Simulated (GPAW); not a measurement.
Here is a GPAW 26.7.0 calculation.

The input run.py:

```python
from ase.dft.bandgap import bandgap
from ase.io import read, write
from ase.units import GPa
from gpaw import GPAW, PW

atoms = read('POSCAR')

calc = GPAW(mode=PW(600),
            xc='PBE',
            kpts={'size': (8, 8, 8), 'gamma': True},
            occupations={'name': 'fermi-dirac', 'width': 0.01},
            nbands=11,
            convergence={'density': 1e-05, 'energy': 1e-05},
            maxiter=150,
            txt='gpaw.txt')
atoms.calc = calc
energy = atoms.get_potential_energy()
forces = atoms.get_forces()
stress = atoms.get_stress()
calc.write('gs.gpw')
write('result.traj', atoms)
print(f'Energy: {energy:.6f} eV')
print('Forces (eV/A):')
print(forces.round(4))
print('Stress (GPa):', (stress / GPa).round(3))
print('Fermi level:', round(calc.get_fermi_level(), 4), 'eV')
print(f'Gap: {bandgap(calc)[0]:.4f} eV, direct: {bandgap(calc, direct=True)[0]:.4f} eV')
```

Contents of POSCAR:

```
SiC
1.0
    0.0000000000      2.1790000000      2.1790000000
    2.1790000000      0.0000000000      2.1790000000
    2.1790000000      2.1790000000      0.0000000000
Si C
1 1
Direct
    0.0000000000      0.0000000000      0.0000000000
    0.7500000000      0.7500000000      0.7500000000
```

Potentials or basis: GPAW PAW data sets (gpaw-data 1.2.1), pw.

Run with:

```sh
$ OMP_NUM_THREADS=1 python run.py
```

(1) What does it give for the pressure?

(2) Predict the band gap on the k mesh.

## Answers

(1) 4.7 GPa.

(2) 1.35 eV, indirect (least direct gap 4.54 eV).

Caveat: the cutoff is short for stress and forces, so pressures can be off by a GPa or more.

**What was measured.**

From “Insight into the structural, elastic and electronic properties of a new orthorhombic 6O-SiC polytype”, 2020, pmc:7200658, for a bulk crystal of SiC: band gap 2.4 eV (indirect).

A measured gap of SiC is 2.4 eV (indirect; quoted in “Insight into the structural, elastic and electronic properties of a new orthorhombic 6O-SiC polytype”, 2020, pmc:7200658); the calculated 1.35 eV misses it by -1.05 eV. The value is that of PBE on a finite k mesh, which can miss the band edges, without temperature or zero-point motion. Semilocal functionals fall short of measured gaps as a rule.
